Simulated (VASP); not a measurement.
## VASP 6.6.1 run: Ge

INCAR

```
LCHARG = .FALSE.
LASPH = .TRUE.
NSW = 0
ISMEAR = -1
PREC = Accurate
EDIFF = 1E-7
LWAVE = .FALSE.
IBRION = -1
NELM = 51
BMIX = 0.0001
NBANDS = 21
AMIX = 0.2
ISIF = 2
LREAL = .FALSE.
SIGMA = 0.02
ENCUT = 520
GGA = PE
```

KPOINTS

```
KPOINTS created by Atomic Simulation Environment
0
Gamma
8 8 8
0 0 0
```

POSCAR

```
Ge
 1.0000000000000000
     0.0000000000000000    2.8368735120999999    2.8936109822999998
     2.8368735120999999    0.0000000000000000    2.8936109822999998
     2.8368735120999999    2.8368735120999999    0.0000000000000000
 Ge
   2
Cartesian
  0.0000000000000000  0.0000000000000000  0.0000000000000000
  1.4184367560499997  1.4184367560499997  1.4468054911499997
```

The recommended PBE PAW datasets give the neutral cell 28 valence electrons.

Command

```
mpirun -np 1 vasp_std
```

OSZICAR

```
N       E                     dE             d eps       ncg     rms          rms(c)
DAV:   1     0.191180483299E+03    0.19118E+03   -0.14636E+04  2786   0.356E+03
DAV:   2     0.189648061841E+02   -0.17222E+03   -0.16680E+03  2503   0.632E+02
DAV:   3    -0.813173123441E+01   -0.27097E+02   -0.26923E+02  2823   0.144E+02
DAV:   4    -0.908077270762E+01   -0.94904E+00   -0.94848E+00  2798   0.313E+01
DAV:   5    -0.909684762457E+01   -0.16075E-01   -0.16075E-01  2808   0.450E+00    0.308E+00
DAV:   6    -0.906236522489E+01    0.34482E-01   -0.10690E-02  2838   0.903E-01    0.242E+00
DAV:   7    -0.901700244793E+01    0.45363E-01   -0.76477E-02  2648   0.265E+00    0.208E-01
DAV:   8    -0.901745300586E+01   -0.45056E-03   -0.70214E-03  2723   0.814E-01    0.113E-01
DAV:   9    -0.901744742527E+01    0.55806E-05   -0.30875E-04  2718   0.164E-01    0.174E-02
DAV:  10    -0.901745427595E+01   -0.68507E-05   -0.12493E-05  2873   0.479E-02    0.147E-02
DAV:  11    -0.901746142951E+01   -0.71536E-05   -0.14425E-05  2693   0.352E-02    0.656E-03
DAV:  12    -0.901746061307E+01    0.81645E-06   -0.12687E-06  3214   0.201E-02    0.219E-03
DAV:  13    -0.901746071075E+01   -0.97678E-07   -0.18389E-07  2157   0.638E-03
   1 F= -.90174607E+01 E0= -.90173702E+01  d E =-.180954E-03
```

From OUTCAR

```
k-points           NKPTS =     59   k-points in BZ     NKDIM =     59   number of bands    NBANDS=     21

   NELECT =      28.0000    total number of electrons

   dimension x,y,z NGX =    30 NGY =   30 NGZ =   30
   dimension x,y,z NGXF=    60 NGYF=   60 NGZF=   60

  energy-cutoff  :      520.00
  volume of cell :       46.57
      direct lattice vectors                 reciprocal lattice vectors
     0.000000000  2.836873512  2.893610982    -0.176250368  0.176250368  0.172794478
     2.836873512  0.000000000  2.893610982     0.176250368 -0.176250368  0.172794478
     2.836873512  2.836873512  0.000000000     0.176250368  0.176250368 -0.172794478

 k-points in reciprocal lattice and weights: KPOINTS created by Atomic Simulation Env
   0.00000000  0.00000000  0.00000000       0.002
   0.12500000 -0.00000000  0.00000000       0.016
   0.25000000 -0.00000000  0.00000000       0.016
   0.37500000  0.00000000  0.00000000       0.016
   0.50000000 -0.00000000  0.00000000       0.008
   0.12500000  0.12500000  0.00000000       0.004
   0.25000000  0.12500000  0.00000000       0.016
   0.37500000  0.12500000  0.00000000       0.016
   ...

 E-fermi :   4.7639

 k-point     1 :       0.0000    0.0000    0.0000
  band No.  band energies     occupation
      1     -20.0539      2.00000
      2     -20.0539      2.00000
      3     -20.0498      2.00000
      4     -20.0190      2.00000
      5     -20.0180      2.00000
      6     -19.8283      2.00000
      7     -19.8203      2.00000
      8     -19.8203      2.00000
      9     -19.8147      2.00000
     10     -19.8091      2.00000
     11      -7.8356      2.00000
     12       4.4990      2.00000
     13       4.6212      1.99841
     14       4.7750      0.73032
     15       4.7750      0.73018
     16       7.2346      0.00000
     17       7.2346      0.00000
     18       7.3308      0.00000
     19      11.0835      0.00000
     20      13.9246      0.00000
     21      14.3253      0.00000

 k-point     2 :       0.1250   -0.0000    0.0000
  band No.  band energies     occupation
      1     -20.0614      2.00000
      2     -20.0587      2.00000
      3     -20.0501      2.00000
      4     -20.0083      2.00000
      5     -20.0078      2.00000
      6     -19.8361      2.00000
      7     -19.8347      2.00000
      8     -19.8244      2.00000
      9     -19.8018      2.00000
     10     -19.8017      2.00000
     11      -7.6504      2.00000
     12       2.3255      2.00000
     13       4.3453      2.00000
     14       4.4579      2.00000
     15       5.6377      0.00000
     16       7.6749      0.00000
     17       7.7126      0.00000
     18       8.1406      0.00000
     19      11.9901      0.00000
     20      13.1158      0.00000
     21      13.3973      0.00000

 ...

  Total        0.5983069      0.5983069      0.1951140      0.0000000      0.0000000     -0.0000000
  in kB       20.5818547     20.5818547      6.7119518      0.0000000      0.0000000     -0.0000000
  external PRESSURE =      15.9585537 kB  Pullay stress =       0.0000000 kB

 POSITION                                       TOTAL-FORCE (eV/Angst)
 -----------------------------------------------------------------------------------
      0.00000      0.00000      0.00000        -0.000000     -0.000000     -0.000000
      1.41844      1.41844      1.44681         0.000000      0.000000      0.000000
 -----------------------------------------------------------------------------------
    total drift:                                0.000000      0.000000      0.000000

  FREE ENERGIE OF THE ION-ELECTRON SYSTEM (eV)
  ---------------------------------------------------
  free  energy   TOTEN  =        -9.0174607107 eV

  energy  without entropy=       -9.0172797571  energy(sigma->0) =       -9.01737023
```

It converged. Results: gap between bands v and c on the k mesh 0.00 eV; least direct gap on the k mesh 0.00 eV; pressure 1.6 GPa. Band v is the last that the valence electrons fill when counted band by band, and c is the next.

For comparison, a separate PBE run of the intended cell, on usual settings and not on those above, gives a gap of 0.00 eV on its mesh and a pressure of 1.5 GPa.

The run above took about 42 s on one core of a shared host (Intel Xeon Platinum 8488C) and held 0.19 GiB at most.
